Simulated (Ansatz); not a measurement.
SiO2: do the settings matter for the field gradients?

This input was run with Ansatz:

```yaml
crystal:
  lattice:
    - [4.982, 0.0, 0.0]
    - [0.0, 4.982, 0.0]
    - [0.0, 0.0, 6.963]
  atoms:
    - { symbol: Si, position: [0.29897, 0.29897, 0.0] }
    - { symbol: Si, position: [0.20103, 0.79897, 0.25] }
    - { symbol: Si, position: [0.70103, 0.70103, 0.5] }
    - { symbol: Si, position: [0.79897, 0.20103, 0.75] }
    - { symbol: O, position: [0.23989, 0.10347, 0.17813] }
    - { symbol: O, position: [0.39653, 0.73989, 0.42813] }
    - { symbol: O, position: [0.76011, 0.89653, 0.67813] }
    - { symbol: O, position: [0.60347, 0.26011, 0.92813] }
    - { symbol: O, position: [0.73989, 0.39653, 0.57187] }
    - { symbol: O, position: [0.89653, 0.76011, 0.32187] }
    - { symbol: O, position: [0.26011, 0.60347, 0.07187] }
    - { symbol: O, position: [0.10347, 0.23989, 0.82187] }
kpoints:
  mp_grid: { grid: [5, 5, 4] }
scf:
  occupations: { method: fermi_dirac, width: 0.02 }
hamiltonian:
  xc: pbesol
  pseudopotentials: { kind: paw, frozen_core: stored }
output:
  forces: true
  stress: true
  populations: true
  efg: { quadrupole_moments_barn: { O: -0.02558 } }
```

```sh
ansatz run input.yaml --threads 1 --pin off --max-ram 3072MiB --backend cpu --events-out ev --progress --plain --runs-dir out
```

It converged. Of its output the block on the nuclei alone is shown, without the SCF iterations, energies, forces and stress (one atom of each set):

```
--- PAW observables at the nuclei: V_zz in 10²¹ V/m², potentials from the cell's mean, atoms counted from 1 ---
  atom   1  Si V_zz =    -0.236573   η = 0.5739   by run symmetry: allowed
            electrostatic potential = -1353.797837 V   contact ρ = none
  atom   5  O  V_zz =    +9.331644   η = 0.1361   by run symmetry: allowed   C_q = -5.7718 MHz
            electrostatic potential = -617.507939 V   contact ρ = none
```

Q: Can these gradients be trusted, and how do they compare with a run on standard settings?

A: They agree with the standard run. Against the standard input the change is `hamiltonian.xc`: pbe → pbesol. A site carries the number of its first atom; V_zz in 10²¹ V/m².

```tsv
site	V_zz standard	η standard	V_zz here	η here
Si	-0.24	0.60	-0.24	0.57
O	9.50	0.14	9.33	0.14
```

The largest change of V_zz is on O, from 9.50 to 9.33. In per cent, |V_zz| changes by -2 on O (all sites that start above 0.5). SCF iterations: 6 and 6. New warnings: pseudo functional mismatch.

On the reference run: The calculated pressure of 6 GPa (PBE) comes largely from the unrelaxed atoms: it is 1.1 GPa once they are relaxed in the same cell. The largest force is 0.4 eV/Å, so the atoms aren't at the calculated equilibrium and relaxing them would move these values.
